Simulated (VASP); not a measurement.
Input of a VASP 6.6.1 run:

The input INCAR:

```
PREC = Accurate
ENCUT = 600
EDIFF = 1E-6
ISMEAR = -1
SIGMA = 0.05
LREAL = False
LASPH = True
NELM = 100
ALGO = Fast
ISIF = 3
LWAVE = False
LCHARG = False
GGA = PS
IBRION = 2
NSW = 40
EDIFFG = -0.01
KPAR = 4
```

Contents of KPOINTS:

```
Automatic mesh
0
Gamma
  4 4 4
```

File POSCAR:

```
Sb2Pt
1.0
    6.4423000000      0.0000000000      0.0000000000
    0.0000000000      6.4423000000      0.0000000000
    0.0000000000      0.0000000000      6.4423000000
Pt Sb
4 8
Direct
    0.0000000000      0.5000000000      0.5000000000
    0.5000000000      0.5000000000      0.0000000000
    0.5000000000      0.0000000000      0.5000000000
    0.0000000000      0.0000000000      0.0000000000
    0.3753000000      0.1247000000      0.8753000000
    0.1247000000      0.8753000000      0.3753000000
    0.8753000000      0.3753000000      0.1247000000
    0.6247000000      0.6247000000      0.6247000000
    0.6247000000      0.8753000000      0.1247000000
    0.8753000000      0.1247000000      0.6247000000
    0.1247000000      0.6247000000      0.8753000000
    0.3753000000      0.3753000000      0.3753000000
```

Potentials or basis: VASP PAW PBE potentials, release 64 (Pt, Sb).

Run with:

```sh
$ cat potpaw_PBE.64/Pt/POTCAR potpaw_PBE.64/Sb/POTCAR > POTCAR
$ mpirun -np 4 vasp_std > vasp.out
```

Problem. Estimate the space group after relaxing (to 0.05 Å).

Solution. Pa-3 (No. 205).

Problem. Estimate the band gap on the k mesh.

Solution. None (metal or under the smearing width).

Problem. Predict the relaxed volume.

Solution. 22.50 Å³/atom.

Problem. What does it give for the relaxed cell?

Solution. a = 6.463 Å, b = 6.463 Å, c = 6.463 Å, α = 90.00°, β = 90.00°, γ = 90.00°.

Step by step:
```csv
step,energy change (eV),largest force (eV/Å),pressure (GPa),volume (Å³)
1,0.0000,0.1730,1.25,267.38
2,0.0068,0.0169,-1.78,274.17
3,-0.0142,0.0988,-0.15,270.41
4,-0.0168,0.0292,-0.03,270.08
5,-0.0171,0.0031,0.02,269.96
```

Caveat: the PAW data sets were made with another functional, which shifts forces and pressure a little. Spin-orbit coupling is left out, which matters for the levels of Pt, Sb.
